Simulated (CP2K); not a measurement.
CoO:

```xyz
2
Lattice="3.0144 0.0000 0.0000 1.5072 2.6105 0.0000 1.5072 0.8702 2.4612" Properties=species:S:1:pos:R:3 pbc="T T T"
Co    0.0000    0.0000    0.0000
O     3.0144    1.7404    1.2306
```

Base run:

```yaml
Program: CP2K 2026.2
Functional: PBEsol
Potentials_or_basis: POTENTIAL_UZH Co GTH-PBE-q17, O GTH-PBE-q6; TZVP-MOLOPT-PBE-GTH basis
Density_cutoff: 11565 eV
k_mesh: 11 × 11 × 11
Occupations: fermi-dirac, width 0.1 eV
Spin: collinear spin, ferromagnetic start
Starting_moments: "[2.0, 0.0] μB"
```

Its results: band gap on the k mesh none (metal or under the smearing width); pressure -8.8 GPa; net moment 2.98 μB per cell; site moments Co +2.71; O +0.27 μB.

Task: The run is repeated on the same cell with these changes: functional from PBEsol to PBE; occupations from fermi-dirac, width 0.1 eV to fermi-dirac, width 0.01 eV. What comes out?

Result: Band gap on the k mesh none (metal or under the smearing width); pressure -0.5 GPa; net moment 3.00 μB per cell; site moments Co +2.74; O +0.26 μB.

Caveats: the basis of atomic orbitals isn't converged, which shifts pressures, moduli and gaps; a cell with one magnetic atom can't hold antiferromagnetic order, which such compounds often take; semilocal functionals often make such compounds metallic where correlation or magnetic order opens a gap, which also shifts bond lengths; the potentials were made for another functional, which shifts forces and pressure (some runs).

Not every run made on this cell is shown here.
